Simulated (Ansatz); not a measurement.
CuO:

```
CELL_PARAMETERS angstrom
3.28802 0.00000 0.00000
-1.64401 2.84751 0.00000
0.00000 0.00000 5.38502
ATOMIC_POSITIONS crystal
Cu 0.66667 0.33333 0.00000
Cu 0.33333 0.66667 0.50000
O 0.66667 0.33333 0.62520
O 0.33333 0.66667 0.12520
```

Measurements of this composition are mostly on another form, of space group No. 15.

Base run:

| Quantity | Value |
| --- | --- |
| Program | Ansatz 0.2.0 |
| Functional | LDA |
| Potentials or basis | Ansatz PAW |
| Cutoff | 420 eV (not typed: the program's choice for these potentials) |
| k mesh | 9 × 9 × 5 |
| Occupations | fermi-dirac, width 0.05 eV |
| Spin | no spin polarisation |

Its results: band gap on the k mesh none (metal or under the smearing width); pressure -20.2 GPa; largest force 0.066 eV/Å.

Question: After a change of settings the same cell gave: band gap on the k mesh none (metal or under the smearing width); pressure -4.7 GPa; largest force 0.076 eV/Å. Which change was it?
A. functional from LDA to RPBE
B. functional from LDA to PBE; k mesh from 9 × 9 × 5 to 5 × 5 × 3
C. functional from LDA to PBE; k mesh from 9 × 9 × 5 to 13 × 13 × 7
D. functional from LDA to PBE; cutoff from 420 eV (not typed: the program's choice for these potentials) to 300 eV

Answer: A.

RPBE binds less tightly than LDA, so the same cell stands under more pressure.

Caveats: the run has no spin polarisation, though such a crystal can be magnetic; semilocal functionals often make such compounds metallic where correlation or magnetic order opens a gap, which also shifts bond lengths; the PAW data sets come from PBE, with cores solved anew for the run's functional, which leaves a small shift of forces and pressure; so large a pressure means that the cell lies far from this level's equilibrium, or that cutoff or potentials fall short (some runs).
